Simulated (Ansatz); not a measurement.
## CaF2: pressure against volume

CaF2, Fm-3m, a = 5.439 Å. Ansatz: r2SCAN, PAW, 500 eV, Γ-centred 8×8×8 mesh on 3 atoms, Gaussian smearing 0.02 eV; no spin polarisation. Symmetry fixes shape and atoms, so the cell is only scaled; pressure is positive in compression.

```tsv
V (Å³/atom)	P (GPa)
12.603	?
13.005	2.94
13.408	0.01
13.810	-2.46
14.212	-4.56
```

Take V0 = 13.408 Å³/atom, count pressures from its P0 = 0.01 GPa, fit the third-order Birch–Murnaghan form to the other rows, and predict the missing pressure.

With the Eulerian strain f = ½[(V0/V)^(2/3) − 1] and y = (P − P0)/[3f(1 + 2f)^(5/2)], the form is the line y = B0 + 1.5 B0 (B0′ − 4) f. Rows (f, y): 0.01028, 90.3; -0.00975, 88.7; -0.01904, 88.2. Means f = -0.006170, y = 89.067; Σ(Δf)² = 0.0004491, ΣΔfΔy = 0.03275; the slope is their ratio. y = 89.52 + 72.94 f GPa, so B0 = 89.5 GPa and B0′ = 4 + 2 × (72.94)/(3 × 89.52) = 4.54. At V = 12.603, f = 0.02107, y = 91.06 and P = 6.39 GPa. The run gave 6.39 GPa, the same to the digits shown. The form still works here, 33 % of the fitted range beyond its end.